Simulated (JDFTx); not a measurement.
# SiS (silylene, thioxo-) in JDFTx: notebook

Runs on SiS (silylene, thioxo-). Level: LDA. Tasks: solvation.

All numbers are computed with JDFTx 1.7.0 (patched build); they aren't measurements. Logs are shortened: lines on timing, memory, paths and dates and some standing lists are left out, and cuts for length are marked. The log counts tension as positive stress, the text compression.

### 1 The molecule as given

The cell holds a molecule in a box, 2 atoms: a = 9.000 Å, b = 9.000 Å, c = 11.000 Å, α = 90.00°, β = 90.00°, γ = 90.00°.

### 2 Solvation, LDA

Contents of fluid.in:

```
include SiS.lattice
coords-type Lattice
include SiS.ionpos

ion-species pseudo/Si.upf
ion-species pseudo/S.upf
elec-cutoff 27
elec-ex-corr lda-PW
kpoint-folding 1 1 1
elec-n-bands 5
electronic-minimize nIterations 100 energyDiffThreshold 1e-06
fluid LinearPCM
pcm-variant GLSSA13
fluid-solvent CH2Cl2
fluid-minimize nIterations 200 knormThreshold 1e-10
initial-state vacuum.$VAR
core-overlap-check none
forces-output-coords Cartesian

dump-name fluid.$VAR
dump End Ecomponents EigStats BandEigs Kpoints Forces ElecDensity Dtot KEdensity
```

Contents of SiS.lattice:

```
lattice \
   17.0075351216     0.0000000000     0.0000000000 \
    0.0000000000    17.0075351216     0.0000000000 \
    0.0000000000     0.0000000000    20.7869873709
```

Contents of SiS.ionpos:

```
ion Si     0.5014444400     0.5023333300     0.4153945000 1
ion S      0.5014444400     0.5023333300     0.5907873200 1
```

Potentials or basis: PseudoDojo-SR-LDA-0.4.1-standard with smoothed tails.

Run with:

```console
$ jdftx -c 1 -i fluid.in -o fluid.out
```

Standard output:

```text
*************** JDFTx 1.7.0 (patched build) ***************

Input parsed successfully to the following command list (including defaults):
[... the input with its defaults ...]

---------- Setting up symmetries ----------

Found 16 point-group symmetries of the bravais lattice
Found 8 space-group symmetries with basis
Applied RMS atom displacement 0 bohrs to make symmetries exact.

---------- Initializing the Grid ----------
R =
[      17.0075            0            0  ]
[            0      17.0075            0  ]
[            0            0       20.787  ]
unit cell volume = 6012.77
G =
[   0.369435          0          0  ]
[          0   0.369435          0  ]
[          0          0   0.302265  ]
Minimum fftbox size, Smin = [  80  80  100  ]
Chosen fftbox size, S = [  80  80  100  ]

---------- Exchange Correlation functional ----------
Initalized Slater LDA exchange.
Initalized Perdew-Wang LDA correlation.

---------- Setting up pseudopotentials ----------
Width of ionic core gaussian charges (only for fluid interactions / plotting) set to 0.342013

Reading pseudopotential file 'pseudo/Si.upf':
  'Si' pseudopotential, 'SLA  PW   NOGX NOGC' functional
  Generated using ONCVPSP code by D. R. Hamann
  4 valence electrons, 2 orbitals, 6 projectors, 1001 radial grid points, with lMax = 2
    3S    l: 0   occupation:  2.0   eigenvalue: -0.399800
    3P    l: 1   occupation:  2.0   eigenvalue: -0.152981
  Core radius for overlap checks: 1.86 bohrs.

Reading pseudopotential file 'pseudo/S.upf':
  'S' pseudopotential, 'SLA  PW   NOGX NOGC' functional
  Generated using ONCVPSP code by D. R. Hamann
  6 valence electrons, 2 orbitals, 6 projectors, 1001 radial grid points, with lMax = 2
    3S    l: 0   occupation:  2.0   eigenvalue: -0.635064
    3P    l: 1   occupation:  4.0   eigenvalue: -0.261175
  Core radius for overlap checks: 1.67 bohrs.

Initialized 2 species with 2 total atoms.

Folded 1 k-points by 1x1x1 to 1 k-points.

---------- Setting up k-points, bands, fillings ----------
No reducable k-points.
Computing the number of bands and number of electrons
Calculating initial fillings.
nElectrons:  10.000000   nBands: 5   nStates: 1

----- Setting up reduced wavefunction bases (one per k-point) -----
average nbasis = 40365.000 , ideal nbasis = 40291.548

---------- Setting up ewald sum ----------
Optimum gaussian width for ewald sums = 6.462936 bohr.
Real space sum over 1089 unit cells with max indices [  5  5  4  ]
Reciprocal space sum over 1573 terms with max indices [  5  5  6  ]

---------- Allocating electronic variables ----------
Reading eigenvalues from 'vacuum.eigenvals'.
Initializing wave functions:  reading from 'vacuum.wfns'
----- createFluidSolver() ----- (Fluid-side solver setup)
   Initializing fluid molecule 'CH2Cl2'
     Net charge: 0   dipole magnitude: 0
     Initializing spherical shell mfKernel with radius 0 Bohr
     deltaS corrections:

Correction to mu due to finite nuclear width = -0.00122234
   Cavity determined by nc: 0.00093 and sigma: 0.6
   Effective cavity tension: -2.7e-06 Eh/bohr^2 to account for cavitation and dispersion.

-------- Electronic minimization -----------
	Linear fluid (dielectric constant: 9.08) occupying 0.911737 of unit cell:	Completed after 7 iterations at
ElecMinimize: Iter:   0  Etot: -14.249020575311135  |grad|_K:  5.419e-05  alpha:  1.000e+00
	Linear fluid (dielectric constant: 9.08) occupying 0.911714 of unit cell:	Completed after 4 iterations at
	Linear fluid (dielectric constant: 9.08) occupying 0.911708 of unit cell:	Completed after 4 iterations at
ElecMinimize: Iter:   1  Etot: -14.250199936996589  |grad|_K:  3.419e-05  alpha:  1.978e+00  linmin: -1.613e-02
	Linear fluid (dielectric constant: 9.08) occupying 0.911708 of unit cell:	Completed after 3 iterations at
	Linear fluid (dielectric constant: 9.08) occupying 0.911711 of unit cell:	Completed after 2 iterations at
ElecMinimize: Iter:   2  Etot: -14.250542244794373  |grad|_K:  2.365e-05  alpha:  1.432e+00  linmin:  6.241e-05
	Linear fluid (dielectric constant: 9.08) occupying 0.911753 of unit cell:	Completed after 2 iterations at
	Linear fluid (dielectric constant: 9.08) occupying 0.911742 of unit cell:	Completed after 2 iterations at
ElecMinimize: Iter:   3  Etot: -14.250652074338516  |grad|_K:  1.126e-05  alpha:  9.734e-01  linmin:  1.647e-04
	Linear fluid (dielectric constant: 9.08) occupying 0.911774 of unit cell:	Completed after 2 iterations at
	Linear fluid (dielectric constant: 9.08) occupying 0.911787 of unit cell:	Completed after 1 iterations at
ElecMinimize: Iter:   4  Etot: -14.250687277592617  |grad|_K:  5.474e-06  alpha:  1.375e+00  linmin: -3.968e-04
	Linear fluid (dielectric constant: 9.08) occupying 0.911810 of unit cell:	Completed after 1 iterations at
	Linear fluid (dielectric constant: 9.08) occupying 0.911803 of unit cell:	Completed after 0 iterations at
ElecMinimize: Iter:   5  Etot: -14.250693123752590  |grad|_K:  2.994e-06  alpha:  9.662e-01  linmin:  2.635e-03
	Linear fluid (dielectric constant: 9.08) occupying 0.911810 of unit cell:	Completed after 1 iterations at
	Linear fluid (dielectric constant: 9.08) occupying 0.911811 of unit cell:	Completed after 0 iterations at
ElecMinimize: Iter:   6  Etot: -14.250695115169293  |grad|_K:  1.319e-06  alpha:  1.102e+00  linmin: -1.566e-02
	Linear fluid (dielectric constant: 9.08) occupying 0.911812 of unit cell:	Completed after 0 iterations at
	Linear fluid (dielectric constant: 9.08) occupying 0.911812 of unit cell:	Completed after 0 iterations at
ElecMinimize: Iter:   7  Etot: -14.250695490093422  |grad|_K:  7.622e-07  alpha:  1.057e+00  linmin: -8.850e-03
	Linear fluid (dielectric constant: 9.08) occupying 0.911812 of unit cell:	Completed after 0 iterations at
	Linear fluid (dielectric constant: 9.08) occupying 0.911812 of unit cell:	Completed after 0 iterations at
ElecMinimize: Iter:   8  Etot: -14.250695623071550  |grad|_K:  4.226e-07  alpha:  1.232e+00  linmin:  6.337e-02
ElecMinimize: Converged (|Delta Etot|<1.000000e-06 for 2 iters).
Setting wave functions to eigenvectors of Hamiltonian

# Ionic positions in lattice coordinates:
ion Si   0.501444440000000   0.502333330000000   0.415394500000000 1
ion S   0.501444440000000   0.502333330000000   0.590787320000000 1

# Forces in Cartesian coordinates:
force Si   0.000000000000000   0.000000000000000  -0.009426699664815 1
force S   0.000000000000000   0.000000000000000   0.009384316432668 1

# Energy components:
   A_diel =       -0.0098942086485307
   Eewald =       -1.0577107947556394
       EH =       10.5896694104912363
     Eloc =      -27.6753073868675123
      Enl =        2.2378079742589421
      Exc =       -4.5408610725214782
 Exc_core =        1.0089868793683840
       KE =        5.1966135756030498
-------------------------------------
     Etot =      -14.2506956230715502

IonicMinimize: Iter:   0  Etot: -14.250695623071550  |grad|_K:  5.430e-03
IonicMinimize: None of the convergence criteria satisfied after 0 iterations.

#--- Lowdin population analysis ---
# oxidation-state Si +0.459
# oxidation-state S -0.320

Dumping 'fluid.eigStats' ...
	eMin: -0.628595 at state 0 ( [ +0.000000 +0.000000 +0.000000 ] spin 0 )
	HOMO: -0.227657 at state 0 ( [ +0.000000 +0.000000 +0.000000 ] spin 0 )
	mu  : unavailable
	LUMO: unavailable
	eMax: -0.227657 at state 0 ( [ +0.000000 +0.000000 +0.000000 ] spin 0 )
	HOMO-LUMO gap: unavailable
	Optical gap  : unavailable
Done!
[note: without ions in the liquid mu and the levels have no absolute zero]
```

It took 12 s on 1 thread of Arm Neoverse V2, shared host; peak memory 0.22 GiB.

Results:

* Free energy: -387.7812 eV
* Largest force: 0.485 eV/Å
* Loewdin charges: Si +0.46; S -0.32 e
* Solvation energy: -0.195 eV

Forces in eV/Å, atoms in the order of the input:
```
Si   0.000  0.000 -0.485
S    0.000  0.000  0.483
```

Caveat: forces in the liquid are good to some per cent; the liquid is a continuum model, checked here against plausible ranges alone.

### 3 Solvation, LDA

Changes to fluid.in since step 2:

```diff
@@ -13,3 +13,3 @@
 pcm-variant GLSSA13
-fluid-solvent CH2Cl2
+fluid-solvent CarbonDisulfide
 fluid-minimize nIterations 200 knormThreshold 1e-10
```

SiS.lattice is that of step 2.

SiS.ionpos is that of step 2.

Potentials or basis: PseudoDojo-SR-LDA-0.4.1-standard with smoothed tails.

Run with:

```console
$ jdftx -c 1 -i fluid.in -o fluid.out
```

Standard output:

```text
*************** JDFTx 1.7.0 (patched build) ***************

Input parsed successfully to the following command list (including defaults):
[... the input with its defaults ...]

---------- Setting up symmetries ----------

Found 16 point-group symmetries of the bravais lattice
Found 8 space-group symmetries with basis
Applied RMS atom displacement 0 bohrs to make symmetries exact.

---------- Initializing the Grid ----------
R =
[      17.0075            0            0  ]
[            0      17.0075            0  ]
[            0            0       20.787  ]
unit cell volume = 6012.77
G =
[   0.369435          0          0  ]
[          0   0.369435          0  ]
[          0          0   0.302265  ]
Minimum fftbox size, Smin = [  80  80  100  ]
Chosen fftbox size, S = [  80  80  100  ]

---------- Exchange Correlation functional ----------
Initalized Slater LDA exchange.
Initalized Perdew-Wang LDA correlation.

---------- Setting up pseudopotentials ----------
Width of ionic core gaussian charges (only for fluid interactions / plotting) set to 0.342013

Reading pseudopotential file 'pseudo/Si.upf':
  'Si' pseudopotential, 'SLA  PW   NOGX NOGC' functional
  Generated using ONCVPSP code by D. R. Hamann
  4 valence electrons, 2 orbitals, 6 projectors, 1001 radial grid points, with lMax = 2
    3S    l: 0   occupation:  2.0   eigenvalue: -0.399800
    3P    l: 1   occupation:  2.0   eigenvalue: -0.152981
  Core radius for overlap checks: 1.86 bohrs.

Reading pseudopotential file 'pseudo/S.upf':
  'S' pseudopotential, 'SLA  PW   NOGX NOGC' functional
  Generated using ONCVPSP code by D. R. Hamann
  6 valence electrons, 2 orbitals, 6 projectors, 1001 radial grid points, with lMax = 2
    3S    l: 0   occupation:  2.0   eigenvalue: -0.635064
    3P    l: 1   occupation:  4.0   eigenvalue: -0.261175
  Core radius for overlap checks: 1.67 bohrs.

Initialized 2 species with 2 total atoms.

Folded 1 k-points by 1x1x1 to 1 k-points.

---------- Setting up k-points, bands, fillings ----------
No reducable k-points.
Computing the number of bands and number of electrons
Calculating initial fillings.
nElectrons:  10.000000   nBands: 5   nStates: 1

----- Setting up reduced wavefunction bases (one per k-point) -----
average nbasis = 40365.000 , ideal nbasis = 40291.548

---------- Setting up ewald sum ----------
Optimum gaussian width for ewald sums = 6.462936 bohr.
Real space sum over 1089 unit cells with max indices [  5  5  4  ]
Reciprocal space sum over 1573 terms with max indices [  5  5  6  ]

---------- Allocating electronic variables ----------
Reading eigenvalues from 'vacuum.eigenvals'.
Initializing wave functions:  reading from 'vacuum.wfns'
----- createFluidSolver() ----- (Fluid-side solver setup)
   Initializing fluid molecule 'CarbonDisulfide'
     Net charge: 0   dipole magnitude: 0
     Initializing spherical shell mfKernel with radius 0 Bohr
     deltaS corrections:

Correction to mu due to finite nuclear width = -0.00122234
   Cavity determined by nc: 1.6e-05 and sigma: 0.6
   Effective cavity tension: -6.8e-06 Eh/bohr^2 to account for cavitation and dispersion.

-------- Electronic minimization -----------
	Linear fluid (dielectric constant: 2.641) occupying 0.718967 of unit cell:	Completed after 4 iterations at
ElecMinimize: Iter:   0  Etot: -14.248496055124747  |grad|_K:  1.333e-05  alpha:  1.000e+00
	Linear fluid (dielectric constant: 2.641) occupying 0.713737 of unit cell:	Completed after 2 iterations at
	Linear fluid (dielectric constant: 2.641) occupying 0.711252 of unit cell:	Completed after 1 iterations at
ElecMinimize: Iter:   1  Etot: -14.248548574077443  |grad|_K:  7.019e-06  alpha:  1.467e+00  linmin:  8.536e-03
	Linear fluid (dielectric constant: 2.641) occupying 0.709139 of unit cell:	Completed after 1 iterations at
	Linear fluid (dielectric constant: 2.641) occupying 0.708972 of unit cell:	Completed after 0 iterations at
ElecMinimize: Iter:   2  Etot: -14.248564200527177  |grad|_K:  3.425e-06  alpha:  1.580e+00  linmin: -1.588e-03
	Linear fluid (dielectric constant: 2.641) occupying 0.708487 of unit cell:	Completed after 1 iterations at
	Linear fluid (dielectric constant: 2.641) occupying 0.708694 of unit cell:	Completed after 0 iterations at
ElecMinimize: Iter:   3  Etot: -14.248566361332998  |grad|_K:  1.941e-06  alpha:  9.112e-01  linmin:  4.177e-04
	Linear fluid (dielectric constant: 2.641) occupying 0.708525 of unit cell:	Completed after 0 iterations at
	Linear fluid (dielectric constant: 2.641) occupying 0.708449 of unit cell:	Completed after 0 iterations at
ElecMinimize: Iter:   4  Etot: -14.248567360287922  |grad|_K:  9.136e-07  alpha:  1.313e+00  linmin: -9.508e-04
	Linear fluid (dielectric constant: 2.641) occupying 0.708348 of unit cell:	Completed after 0 iterations at
	Linear fluid (dielectric constant: 2.641) occupying 0.708361 of unit cell:	Completed after 0 iterations at
ElecMinimize: Iter:   5  Etot: -14.248567554826689  |grad|_K:  5.535e-07  alpha:  1.153e+00  linmin:  3.753e-03
ElecMinimize: Converged (|Delta Etot|<1.000000e-06 for 2 iters).
Setting wave functions to eigenvectors of Hamiltonian

# Ionic positions in lattice coordinates:
ion Si   0.501444440000000   0.502333330000000   0.415394500000000 1
ion S   0.501444440000000   0.502333330000000   0.590787320000000 1

# Forces in Cartesian coordinates:
force Si   0.000000000000000  -0.000000000000000  -0.002197895245459 1
force S   0.000000000000000   0.000000000000000   0.002009651426432 1

# Energy components:
   A_diel =       -0.0051293499419448
   Eewald =       -1.0577107947556394
       EH =       10.5446475813758589
     Eloc =      -27.6282224392947384
      Enl =        2.2359188293722356
      Exc =       -4.5345848612824451
 Exc_core =        1.0089868793683840
       KE =        5.1875266003316005
-------------------------------------
     Etot =      -14.2485675548266890

IonicMinimize: Iter:   0  Etot: -14.248567554826689  |grad|_K:  1.215e-03
IonicMinimize: None of the convergence criteria satisfied after 0 iterations.

#--- Lowdin population analysis ---
# oxidation-state Si +0.353
# oxidation-state S -0.213

Dumping 'fluid.eigStats' ...
	eMin: -0.638848 at state 0 ( [ +0.000000 +0.000000 +0.000000 ] spin 0 )
	HOMO: -0.242199 at state 0 ( [ +0.000000 +0.000000 +0.000000 ] spin 0 )
	mu  : unavailable
	LUMO: unavailable
	eMax: -0.242199 at state 0 ( [ +0.000000 +0.000000 +0.000000 ] spin 0 )
	HOMO-LUMO gap: unavailable
	Optical gap  : unavailable
Done!
[note: without ions in the liquid mu and the levels have no absolute zero]
```

Run time: 8.1 s. Hardware: 1 thread of Arm Neoverse V2, shared host; peak memory 0.22 GiB.

What came out:

| Item | Value |
| --- | --- |
| Free energy | -387.7233 eV |
| Largest force | 0.113 eV/Å |
| Loewdin charges | Si +0.35; S -0.21 e |
| Solvation energy | -0.138 eV |

Forces in eV/Å, atoms in the order of the input:
```
Si   0.000  0.000 -0.113
S    0.000  0.000  0.103
```

Caveat: forces in the liquid are good to some per cent; the liquid is a continuum model, checked here against plausible ranges alone.
